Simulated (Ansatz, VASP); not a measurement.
# Two plane-wave programs on Pt

```
Pt
1.0
     2.72948    0.00000    0.00000
    -1.36474    2.36380    0.00000
     0.00000    0.00000    9.81027
Pt
4
Direct
  0.33333 0.66667 0.38094
  0.66667 0.33333 0.88094
  0.66667 0.33333 0.61906
  0.33333 0.66667 0.11906
```

Alike in both runs: functional r2SCAN; k mesh 6 × 6 × 4; occupations gaussian, width 0.1 eV; no spin polarisation.

Ansatz relaxed the structure, and its values are those at the end. VASP's run is a single point on that final structure, the one shown.

|  | VASP | Ansatz |
| --- | --- | --- |
| version | VASP 6.6.1 | Ansatz 0.2.0 |
| potentials or method | VASP PAW PBE potentials, release 64 (Pt) | scalar-relativistic, plane waves, PAW |
| plane-wave cutoff (eV) | 520 | 500 |
| valence electrons in the cell | 40 | 72 |

Ansatz gave:

| Item | Value |
| --- | --- |
| gap on the k mesh at the Fermi level (eV) | none |
| pressure (GPa) | -0.1 |
| rms of the force components (eV/Å) | 0.003 |

Task: What did VASP give for the same quantities?

Result: gap on the k mesh at the Fermi level (eV): none; pressure (GPa): 0.5; rms of the force components (eV/Å): 0.008.

A gap of «none» marks a metal or a gap that the smearing closes. The two sets of potentials don't hold the same shells in valence.

Caveats: the k mesh is coarse (spacing up to 0.44 Å⁻¹), so the values aren't converged; the PAW data sets were made with another functional, which shifts forces and pressure a little (VASP). Spin-orbit coupling is left out, which matters for the levels of Pt.
